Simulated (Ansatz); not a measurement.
LiCl: moving Li off its site

LiCl, Fm-3m, a = 5.130 Å (as given, not relaxed at this level: 0.4 GPa). Ansatz: PBE, PAW, 420 eV, Γ-centred 8×8×8 mesh on 2 atoms, Gaussian smearing 0.05 eV; no spin polarisation.

```xyz
2
Lattice="0.0000 2.5648 2.5648 2.5648 0.0000 2.5648 2.5648 2.5648 0.0000" Properties=species:S:1:pos:R:3 pbc="T T T"
Li    0.0000    0.0000    0.0000
Cl    2.5648    2.5648    2.5648
```

Atom 1 (Li) moves by x along the unit vector (0.000, 1.000, 0.000), with its periodic images; all else is held. y is the free energy of the cell over the start, F the force along the path summed over the moved atoms. Symmetry makes y even in x.

```
  x (Å) y (meV) F (eV/Å)
-0.5000        ?         ?
-0.2500     27.2      0.27
 0.0000      0.0      0.00
 0.0625      1.3     -0.04
 0.1250      5.6     -0.10
 0.1875     13.6     -0.17
 0.3125     48.4     -0.42
 0.3750     80.6     -0.62
 0.4375    127.6     -0.90
```

Fit y = c2 x² + c4 x⁴ to the energies of the other rows, give the force constant, and predict energy and force of the missing row.

Least squares on the rows shown. y = 320.12 x² + 1807.8 x⁴. The force constant is 2 c2 = 0.640 eV/Å² (for all images moving together, not for a lone atom). With two atoms in a cubic cell this is the optical mode at Γ without the LO field: ω = 521.5 √(2 c2/μ) = 173 cm⁻¹ for μ = 5.80 u. The force −dy/dx at the missing row is 1.22 eV/Å (computed 1.27). At x = -0.5000 the fit asked for gives 193.0 meV. The run gave 194.9 meV, so the fit is 1.9 meV too low, a small miss on the scale of the series.